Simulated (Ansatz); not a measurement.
# CuO (P1) in Ansatz: a series of runs, part 2 of 2

Ansatz 0.2.0. The steps go on from the part before.

### Step 3. Relaxation of cell and atoms, RPBE

The input, input.yaml:

```yaml
crystal:
  lattice:
    - [0.0, 2.11656, 2.11656]
    - [2.11656, 0.0, 2.11656]
    - [2.11656, 2.11656, 0.0]
  atoms:
    - { symbol: Cu, position: [0.02949772, 0.02810087, 0.90802599] }
    - { symbol: O, position: [0.47050228, 0.47189913, 0.59197401] }
hamiltonian:
  xc: rpbe
  pseudopotentials: { kind: paw }
kpoints:
  mp_grid: { grid: [11, 11, 11] }
scf:
  occupations: { method: fermi_dirac, width: 0.05 }
output:
  forces: true
  stress: true
  eigenvalues: true
relax:
  f_tol: 0.01
  max_steps: 40
  cell: { stress_tol: 0.05 }
```

Potentials or basis: Ansatz PAW.

The run is started by

```console
ansatz run input.yaml --threads 2 --pin off --max-ram 5632MiB --backend cpu --events-out ev --progress --plain --runs-dir out
```

The program printed:

```text
Warning: RAYON_NUM_THREADS=2 ignored (pool sized by the plan → 2); use --threads N
Engine: ansatz 0.2.0, aarch64-unknown-linux-gnu
Pseudopotentials: kind: paw
Pseudopotential: Cu, paw, valence charge 19, recommended cutoff 420 eV (normal), Cu.paw.azcp
Pseudopotential: O, paw, valence charge 6, recommended cutoff 420 eV (normal), O.paw.azcp
Functional definition: RPBE
  parameter kappa = 0.804
  parameter beta = 0.06672455060314922
  exchange = rpbe_x(kappa = kappa, mu = beta*pi^2/3)
  correlation = pbe_c(beta = beta)
Crystal: 2 atoms, lattice volume = 18.964 Å³
Basis set: ecut = 420 eV, 339 PW (Γ), exchange–correlation on 48×48×48 points (8 copies of the dense FFT grid, shifted against one another)
Bands: 17, of which v1, the nominal top of the filled ones, is band 13 counted from 1 (12 counted from 0)
Symmetry: 1 space group operations
Space group: P1 (ITA 1), of the structure as read, at distance tolerance 2.7e-5 Å
k-points: 666 of 1331 (time reversal used)
Non-local potential: Cu, projectors of the file, l = 0: 3, l = 1: 2, l = 2: 3, l = 3: 1
Non-local potential: O, projectors of the file, l = 0: 2, l = 1: 2, l = 2: 1
PAW form: soft (Blöchl's): semilocal exchange-correlation on the pseudo side does not see the compensation charge
PAW frozen core: Cu, regenerated for the run's functional, and the local potential with it (the file was generated under x = pbe(κ = 0.804, μ = 0.2195149727645171), c = pbe(β = 0.06672455060314922))
PAW frozen core: O, regenerated for the run's functional, and the local potential with it (the file was generated under x = pbe(κ = 0.804, μ = 0.2195149727645171), c = pbe(β = 0.06672455060314922))
PAW one-centre angular grid: Cu, 590 points (default); XC on 64 Gauss nodes
PAW one-centre angular grid: O, 110 points (default); XC on 64 Gauss nodes
Initial density: superposition of atomic densities (neutral atoms: chi_scale 0, normalization atom), corrected by the library's trained network
Initial wavefunctions: pseudopotential atomic-orbital guess
Functional: x = rpbe, c = pbe(β = 0.06672455060314922)
SCF iter   1: F=—  HF=-7197.401895 eV  |F-HF|=—  |Δ(HF+E_count)|=         —  Δρ=1.06e-2  dr2=1.30e-2  ethr=1.77e-3  ⟨swp⟩=5.9  Hψ=50663  notcnv=0
preconditioner: auto → none  [metal: Δε(μ)=0.001 eV  Ē_g=15.118 eV  σ=0.050 eV  W_gap=0.01  n_scr=8 (ndim 8)  ℏωp=35.2 eV  f_vac=0.000  D(μ)=2.46/eV (n_scr^D=26)  sad-step TF]
SCF iter   2: F=—  HF=-7197.400193 eV  |F-HF|=—  |Δ(HF+E_count)|=   1.70e-3  Δρ=6.63e-3  dr2=7.35e-3  ethr=5.22e-5  ⟨swp⟩=2.0  Hψ=18345  notcnv=0
SCF iter   3: F=—  HF=-7197.398854 eV  |F-HF|=—  |Δ(HF+E_count)|=   1.34e-3  Δρ=1.59e-3  dr2=3.40e-4  ethr=2.94e-5  ⟨swp⟩=1.9  Hψ=13011  notcnv=0
[... 124 lines left out ...]
basis re-selected at this cell: Δ(F+E_penalty+E_count) = -1.574e-4 eV, ΔP = +0.002 GPa vs the last step (what re-selecting the basis moved, of the pressure what is left beyond the Pulay correction that the steps carried, after the strain that the cell walked since its last selection, with what the two solves' SCF thresholds leave and, on support functions, any second-order correction that the steps lacked; it is no measure of the basis error at this ecutwfc). This SCF's stress stands 2.92e-2 GPa from its target on what of the cell is left free (relax.cell.stress_tol is 5.00e-2 GPa) and its largest allowed force component is 1.37e-4 eV/Å (relax.f_tol is 1.00e-2 eV/Å): within both
SCF converged after 8 iterations
Free energy (F): -7197.845010 eV
Harris-Foulkes:  -7197.845010 eV  (|F-HF|=0.00e0)
Internal energy: -7197.831711 eV  (E = F + TS)
E sigma→0 (E₀):  -7197.838361 eV
Entropy (-TS):   -0.013299 eV (-6.650 meV/atom)
Fermi energy:    12.459218 eV
--- Per-component energies (eV) ---
  E_band       = -407.747768
  E_kinetic    = 469.665722
  E_local      = -4676.268277  (includes V_loc(G=0)·N_el)
  E_nonlocal   = 443.075295
  E_hartree    = 2027.136873
  E_xc         = -161.351150
  E_vxc        = -206.631240  (∫ρ·V_xc dr)
  E_paw        = -1830.589290  (= ΣΔE_a)
  E_vpaw       = -491.865454  (= ΣTr[D̂ρ^β])
  E_aug_tail   = 0.002440  (compensation charges beyond the density's cutoff)
  E_ewald      = -3469.440161
  E_core_change = -0.063162  (= ΣΔE_core)
  E_smearing   = -0.013299  (= −TS)
  E_closure    = -0.000000  (closes the sum)
  Σ components = -7197.845010   (vs F -7197.845010, Δ=0.00e0)
--- Forces (eV/Å), atoms counted from 1 ---
  atom   1  Cu    -0.00013669    -0.00006755     0.00004642
  atom   2  O      0.00013669     0.00006755    -0.00004642
  max |Σ_I F_I| component: 3.16e-11 eV/Å
--- Stress (GPa, compression-positive) ---
        0.019684      -0.001444       0.002236
       -0.001444       0.020473       0.002550
        0.002236       0.002550       0.028149
  P = ⅓ Tr σ = 0.0228 GPa (0.228 kbar)
--- Band table (eV; the first three rows and the last of 666) ---
  k-point 0: bands = ["-99.6862", "-56.9903", "-56.9897", "-56.9896", "-6.8197", "10.1764", "10.1766", "10.1777", "10.2472", "10.2485", "10.2487", "10.4243", "10.4244", "13.7430", "30.5844", "30.9258", "30.9270"]
  k-point 1: bands = ["-99.6861", "-56.9910", "-56.9901", "-56.9898", "-6.7397", "9.3831", "9.5855", "9.5861", "10.2456", "10.2461", "10.4704", "11.0835", "11.0835", "14.3614", "28.3043", "30.4930", "30.4963"]
  k-point 2: bands = ["-99.6859", "-56.9936", "-56.9906", "-56.9902", "-6.5169", "8.1514", "8.9381", "8.9386", "10.3572", "10.3575", "10.6131", "11.7988", "11.7993", "15.5868", "25.9146", "29.2286", "29.2344"]
  k-point 665: bands = ["-99.6853", "-57.0023", "-56.9924", "-56.9920", "-5.6469", "5.5187", "7.7897", "7.8464", "10.7236", "10.7404", "11.1276", "12.8425", "13.1140", "18.6674", "21.6550", "25.4182", "26.2618"]
--- Relaxed structure (8 steps of the walk, 8 accepted, 2 SCFs on fresh bases) ---
  F+E_penalty+E_count = -7197.84501014 eV   max|allowed force component| = 1.367e-4 eV/Å   (the final SCF, on the basis selected at the relaxed cell)
  cell:  # Å, volume = 19.7782 Å³
    - [-1.830829052419284e-5, 2.1465656192313722, 2.1459707708144657]
    - [2.1466313206918475, -2.5044828410147473e-5, 2.145977507352352]
    - [2.146710790335398, 2.146651825412809, -0.00010451447196109334]
  atoms:
    - { symbol: Cu, position: [-2.833210876904319e-6, 5.624969147623378e-7, 1.0000061482477478] }
    - { symbol: O, position: [0.5000028332108766, 0.4999994375030849, 0.4999938517522521] }
```

Run time: 2.4 min. Hardware: 2 threads of Arm Neoverse V1, shared host; peak memory 0.56 GiB.

Results:

```
Free energy                            : -7197.8450 eV
Relaxed volume                         : 9.89 Å³/atom
Relaxed cell                           : a = 3.035 Å, b = 3.035 Å, c = 3.036 Å, α = 60.00°, β = 60.00°, γ = 60.01°
Space group after relaxing (to 0.05 Å) : Fm-3m (No. 225)
Energy gained by relaxing              : 223.1 meV/atom
Ionic steps                            : 10
Pressure after relaxing                : 0.0 GPa
Band gap on the k mesh                 : none (metal or under the smearing width)
```

The path:
```csv
step,energy change (eV),largest force (eV/Å),volume (Å³)
1,0.0000,1.0355,18.96
2,-0.1221,0.6133,20.11
3,-0.1689,0.3906,21.07
4,-0.4115,0.1791,20.35
5,-0.4413,0.0024,19.68
6,-0.4419,0.0007,19.74
7,-0.4419,0.0001,19.74
8,-0.4462,0.0001,19.74
9,-0.4461,0.0002,19.78
10,-0.4462,0.0002,19.78
```

Final structure:
```
Cu O
1.0
    -0.00002    2.14657    2.14597
     2.14663   -0.00003    2.14598
     2.14671    2.14665   -0.00010
Cu O
1 1
Direct
  0.00000 0.00000 0.00001
  0.50000 0.50000 0.49999
```

Levels at points of the mesh, in eV from the Fermi level:
| k point | band 9 | band 10 | band 11 | band 12 | band 13 | band 14 | band 15 | band 16 | band 17 |
| --- | --- | --- | --- | --- | --- | --- | --- | --- | --- |
| (0.00, 0.00, 0.00) | -2.21 | -2.21 | -2.21 | -2.03 | -2.03 | 1.28 | 18.13 | 18.47 | 18.47 |

Caveat: the plane-wave basis is chosen anew once the cell has moved, so the energies of steps on either side of that aren't comparable; the pressure holds a Pulay correction of +0.7 GPa for the finite cutoff; an odd number of electrons without spin polarisation forces a metal; a magnetic or distorted state may lie lower; the run has no spin polarisation, though such a crystal can be magnetic; semilocal functionals often make such compounds metallic where correlation or magnetic order opens a gap, which also shifts bond lengths; the PAW data sets come from PBE, with cores solved anew for the run's functional, which leaves a small shift of forces and pressure.

### Step 4. Single point, PBE

Changes to input.yaml since step 3:

```diff
@@ -9,3 +9,3 @@
 hamiltonian:
-  xc: rpbe
+  xc: pbe
   pseudopotentials: { kind: paw }
@@ -15,2 +15,4 @@
   occupations: { method: fermi_dirac, width: 0.05 }
+basis:
+  ecutwfc: "250 eV"
 output:
@@ -19,5 +21,5 @@
   eigenvalues: true
-relax:
-  f_tol: 0.01
-  max_steps: 40
-  cell: { stress_tol: 0.05 }
+  write_density: true
+  write_potential: true
+  elf: true
+  volumetric_format: npy
```

Potentials or basis: Ansatz PAW.

The run is started by

```console
ansatz run input.yaml --threads 2 --pin off --max-ram 5632MiB --backend cpu --events-out ev --progress --plain --runs-dir out
```

The program printed:

```text
Warning: basis.ecutwfc = 250 eV is below the records' recommended 420 eV, and the density's cutoff is lower with it unless basis.ecutrho_ratio is high enough to keep the records' density cutoff: compare with a run at a higher cutoff
Warning: RAYON_NUM_THREADS=2 ignored (pool sized by the plan → 2); use --threads N
Engine: ansatz 0.2.0, aarch64-unknown-linux-gnu
Pseudopotentials: kind: paw
Pseudopotential: Cu, paw, valence charge 19, recommended cutoff 420 eV (normal), Cu.paw.azcp
Pseudopotential: O, paw, valence charge 6, recommended cutoff 420 eV (normal), O.paw.azcp
Functional definition: PBE
  parameter kappa = 0.804
  parameter beta = 0.06672455060314922
  exchange = pbe_x(kappa = kappa, mu = beta*pi^2/3)
  correlation = pbe_c(beta = beta)
Crystal: 2 atoms, lattice volume = 18.964 Å³
Basis set: ecut = 250 eV, 169 PW (Γ), exchange–correlation on 32×32×32 points (8 copies of the dense FFT grid, shifted against one another)
[... 36 lines left out ...]
  E_vxc        = -209.881372  (∫ρ·V_xc dr)
  E_paw        = -1855.878731  (= ΣΔE_a)
  E_vpaw       = -561.573469  (= ΣTr[D̂ρ^β])
  E_aug_tail   = -0.002373  (compensation charges beyond the density's cutoff)
  E_ewald      = -3485.109627
  E_smearing   = -0.019584  (= −TS)
  E_closure    = -0.000000  (closes the sum)
  Σ components = -7186.396854   (vs F -7186.396854, Δ=0.00e0)
--- Forces (eV/Å), atoms counted from 1 ---
  atom   1  Cu     0.79928620     0.71387233    -0.45424460
  atom   2  O     -0.79928452    -0.71387121     0.45424555
  max |Σ_I F_I| component: 1.68e-6 eV/Å
--- Stress (GPa, compression-positive) ---
       22.683140      -6.150252       5.236318
       -6.150252      21.522320       4.992077
        5.236318       4.992077      17.815237
  P = ⅓ Tr σ = 20.6736 GPa (206.736 kbar)
--- Band table (eV; the first three rows and the last of 666) ---
  k-point 0: bands = ["-100.0825", "-57.4654", "-57.4419", "-57.3151", "-7.0497", "8.2007", "8.2598", "8.8987", "10.0979", "10.1271", "12.2407", "12.4891", "12.5156", "14.3843", "30.0474", "31.3438", "31.4674"]
  k-point 1: bands = ["-100.0745", "-57.4627", "-57.4392", "-57.3089", "-6.9714", "8.1043", "8.1637", "8.6645", "10.1422", "10.1675", "11.8502", "12.6067", "12.6337", "15.0760", "28.4823", "31.0852", "31.1992"]
  k-point 2: bands = ["-100.0683", "-57.4623", "-57.4388", "-57.3072", "-6.7568", "7.8581", "7.9008", "7.9957", "10.2281", "10.2471", "11.4284", "12.8958", "12.9206", "16.3551", "26.2671", "30.0908", "30.1703"]
  k-point 665: bands = ["-100.0235", "-57.4525", "-57.4076", "-57.2788", "-5.9034", "5.5488", "7.6567", "8.5846", "10.4204", "10.4981", "11.0393", "12.5045", "13.0818", "19.9489", "22.1817", "26.7096", "29.0852"]
```

rho_z.tsv:

```text
# z_ang	rho[e/angstrom^3]
# format = ansatz-planar-average/11
# lattice	0.000000000	2.116560000	2.116560000
# lattice	2.116560000	0.000000000	2.116560000
# lattice	2.116560000	2.116560000	0.000000000
# sites	2
# site	29	1.981368667	1.984325184	0.121910872
# site	8	2.251751333	2.248794816	1.994649128
0.000000	2.335316e0
0.187079	1.239326e0
0.374158	5.996812e-1
0.561238	3.210529e-1
0.748317	2.416291e-1
0.935396	2.766711e-1
[... 8 lines left out ...]
2.619109	3.405836e0
2.806189	3.361636e0
```

v_z.tsv:

```text
# z_ang	v_es[eV]	v_tot[eV]
# format = ansatz-planar-average/11
# xc	pbe
# density_cutoff_ev	1000
# datasets	Cu=:simpson_from_first_knot:soft	O=:simpson_from_first_knot:soft
# lattice	0.000000000	2.116560000	2.116560000
# lattice	2.116560000	0.000000000	2.116560000
# lattice	2.116560000	2.116560000	0.000000000
# sites	2
# site	29	1.981368667	1.984325184	0.121910872
# site	8	2.251751333	2.248794816	1.994649128
0.000000	2.708773e0	-9.204723e0
0.187079	4.909453e0	-6.225093e0
0.374158	7.915480e0	-2.354733e0
0.561238	1.100650e1	1.494555e0
0.748317	1.328780e1	4.044483e0
0.935396	1.395946e1	4.393378e0
[... 8 lines left out ...]
2.619109	9.948212e-1	-1.239171e1
2.806189	1.508148e0	-1.118330e1
```

Wall time 10 s (2 threads of Arm Neoverse V1, shared host); peak memory 0.42 GiB.

What came out:

| Property | Result |
| --- | --- |
| Free energy | -7186.3969 eV |
| Pressure | 20.7 GPa |
| Largest force | 1.164 eV/Å |
| Band gap on the k mesh | none (metal or under the smearing width) |

Forces in eV/Å, atoms in the order of the input:
```
Cu   0.799  0.714 -0.454
O   -0.799 -0.714  0.454
```

Caveat: so large a pressure means that the cell lies far from this level's equilibrium, or that cutoff or potentials fall short; the pressure holds a Pulay correction of +200.0 GPa for the finite cutoff; an odd number of electrons without spin polarisation forces a metal; a magnetic or distorted state may lie lower; the run has no spin polarisation, though such a crystal can be magnetic; semilocal functionals often make such compounds metallic where correlation or magnetic order opens a gap, which also shifts bond lengths; the cutoff lies under the one recommended for these potentials. With open d or f shells a metallic result of PBE can be an artefact of self-interaction; +U or a hybrid may open a gap.

### Step 5. Single point, PBE

Changes to input.yaml since step 4:

```diff
@@ -16,3 +16,3 @@
 basis:
-  ecutwfc: "250 eV"
+  ecutwfc: "800 eV"
 output:
@@ -21,5 +21 @@
   eigenvalues: true
-  write_density: true
-  write_potential: true
-  elf: true
-  volumetric_format: npy
```

The run is started by

```console
ansatz run input.yaml --threads 2 --pin off --max-ram 5632MiB --backend cpu --events-out ev --progress --plain --runs-dir out
```

Run time: 22 s. Hardware: 2 threads of Arm Neoverse V1, shared host; peak memory 0.8 GiB.

The run converged. Its results:

- Free energy: -7190.5400 eV
- Pressure: 18.4 GPa
- Largest force: 0.932 eV/Å
- Band gap on the k mesh: none (metal or under the smearing width)

Forces in eV/Å, atoms in the order of the input:
```
Cu   0.623  0.567 -0.398
O   -0.623 -0.567  0.398
```

Stress tensor (GPa, compression positive):
```
19.92 -4.30  3.57
-4.30 19.06  3.37
 3.57  3.37 16.34
```

Levels at points of the mesh, in eV from the Fermi level:
| k point | band 9 | band 10 | band 11 | band 12 | band 13 | band 14 | band 15 | band 16 | band 17 |
| --- | --- | --- | --- | --- | --- | --- | --- | --- | --- |
| (0.00, 0.00, 0.00) | -2.50 | -2.47 | -0.54 | -0.23 | -0.20 | 1.44 | 16.89 | 18.07 | 18.20 |

Caveat: so large a pressure means that the cell lies far from this level's equilibrium, or that cutoff or potentials fall short; an odd number of electrons without spin polarisation forces a metal; a magnetic or distorted state may lie lower; the run has no spin polarisation, though such a crystal can be magnetic; semilocal functionals often make such compounds metallic where correlation or magnetic order opens a gap, which also shifts bond lengths.

### Step 6. The runs side by side

```csv
task,level,U,cell,cutoff (eV),hubbard projectors,double counting,gap on the mesh (eV),pressure (GPa),relaxed volume (Å³/atom),largest force (eV/Å)
relaxation of cell and atoms,PBE+U,Cu d U = 4.5 eV,relaxed,420,ortho-atomic (the default),fll (the default),none,0.0,9.69,-
relaxation of cell and atoms,RPBE,-,relaxed,420,-,-,none,0.0,9.89,-
single point,PBE,-,as given,250,-,-,none,20.7,-,1.16
single point,PBE,-,as given,800,-,-,none,18.4,-,0.93
```

Alike in all rows: potentials or basis Ansatz PAW; no spin polarisation; k mesh 11 × 11 × 11; smearing fermi-dirac 0.05 eV.

Caveats: an odd number of electrons without spin polarisation forces a metal; a magnetic or distorted state may lie lower; the run has no spin polarisation, though such a crystal can be magnetic; semilocal functionals often make such compounds metallic where correlation or magnetic order opens a gap, which also shifts bond lengths (some runs); the plane-wave basis is chosen anew once the cell has moved, so the energies of steps on either side of that aren't comparable (some runs); so large a pressure means that the cell lies far from this level's equilibrium, or that cutoff or potentials fall short (some runs); the electronic state changed during the relaxation (some runs).

Total energies depend on the potentials used, so only differences within one code and one set of settings carry meaning.
